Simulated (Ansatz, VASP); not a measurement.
# Two plane-wave programs on SiC3

The input INCAR:

```
SYSTEM = SiC3
ALGO = Normal
EDIFF = 1E-6
ENCUT = 520
GGA = PE
ISIF = 2
ISMEAR = 0
LASPH = .True.
LCHARG = .True.
LELF = .True.
LREAL = .False.
LVHAR = .True.
LWAVE = .False.
NBANDS = 16
NELM = 60
PREC = Accurate
SIGMA = 0.1
```

Contents of KPOINTS:

```
k-points
0
Gamma
  6 6 4
  0 0 0
```

Contents of POSCAR:

```
SiC3
1.0
    3.3598528600      0.0000000000      0.0000000000
    0.0000000000      3.3598528600      0.0000000000
    0.0000000000      0.0000000000      4.7515494800
Si C
1 3
Direct
    0.5000000000      0.5000000000      0.0000000000
    0.0000000000      0.5000000000      0.2500000000
    0.5000000000      0.0000000000      0.7500000000
    0.0000000000      0.0000000000      0.5000000000
```

Input for Ansatz:

```yaml
crystal:
  lattice:
    - [3.35985286, 0.0, 0.0]
    - [0.0, 3.35985286, 0.0]
    - [0.0, 0.0, 4.75154948]
  atoms:
    - { symbol: Si, position: [0.5, 0.5, 0.0] }
    - { symbol: C, position: [0.0, 0.5, 0.25] }
    - { symbol: C, position: [0.5, 0.0, 0.75] }
    - { symbol: C, position: [0.0, 0.0, 0.5] }
basis:
  ecutwfc: 420
kpoints:
  mp_grid: { grid: [6, 6, 4] }
hamiltonian:
  xc: pbe
scf:
  occupations: { method: gaussian, width: 0.1 }
  lower_state_search: "off"
output:
  forces: true
  stress: true
  eigenvalues: true
```

Alike in both runs: task single point; functional PBE; k mesh 6 × 6 × 4; occupations gaussian, width 0.1 eV; no spin polarisation.

|  | VASP | Ansatz |
| --- | --- | --- |
| version | VASP 6.6.1 | Ansatz 0.2.0 |
| potentials or method | VASP PAW PBE potentials, release 64 (Si, C) | scalar-relativistic, plane waves, PAW |
| plane-wave cutoff (eV) | 520 | 420 |
| valence electrons in the cell | 16 | 16 |

Ansatz gave:

| Item | Value |
| --- | --- |
| gap on the k mesh at the Fermi level (eV) | 0.42 |
| least direct gap on the mesh (eV) | 0.71 |
| rms of the force components (eV/Å) | 0.365 |

Task: Which values does VASP return?

Result: gap on the k mesh at the Fermi level (eV): 0.42; least direct gap on the mesh (eV): 0.71; rms of the force components (eV/Å): 0.364.

Atom by atom the forces differ by 0.001 eV/Å (rms over components).
